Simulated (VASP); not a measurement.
A run of VASP 6.6.1:

File INCAR:

```
SYSTEM = Au
PREC = Accurate ; ENCUT = 520
EDIFF = 1E-6 ; ISMEAR = -1
SIGMA = 0.05 ; LREAL = .False.
LASPH = .True. ; NELM = 60
ALGO = Fast ; ISIF = 2
LWAVE = .False. ; LCHARG = .True.
LDIPOL = .True. ; IDIPOL = 3
DIPOL = 0.5 0.5 0.500 ; GGA = B5
ALDAX = 1.0 ; AGGAX = 1.0
AGGAC = 1.0 ; ALDAC = 0.0
LELF = .True. ; LVHAR = .True.
LVACPOTAV = .True.
```

Contents of KPOINTS:

```
Automatic mesh
0
Gamma
  8 8 1
  0 0 0
```

Contents of POSCAR:

```
Au
1.0
    2.8226199300      0.0000000000      0.0000000000
   -1.4113099650      2.5559330250      0.0000000000
    0.0000000000      0.0000000000     27.2329240250
Au
6
Direct
    0.3346720300      0.6693440600      0.2754019360
    0.6653279700      0.3306559400      0.3652411616
    0.3346720300      0.6693440600      0.4550803872
    0.6653279700      0.3306559400      0.5449196128
    0.3346720300      0.6693440600      0.6347588384
    0.6653279700      0.3306559400      0.7245980640
```

Potentials or basis: VASP PAW PBE potentials, release 64 (Au).

Launch:

```sh
$ cat potpaw_PBE.64/Au/POTCAR > POTCAR
$ mpirun -np 1 vasp_std > vasp.out
```

Hardware: 1 thread of Intel(R) Xeon(R) Platinum 8488C (Sapphire Rapids), with other jobs on the host.

How long does it take, and how much memory?

It took 7.8 min on 1 thread of Intel(R) Xeon(R) Platinum 8488C (Sapphire Rapids), with other jobs on the host, peak memory 0.39 GiB. Counts: scf iterations 35, k points 21.
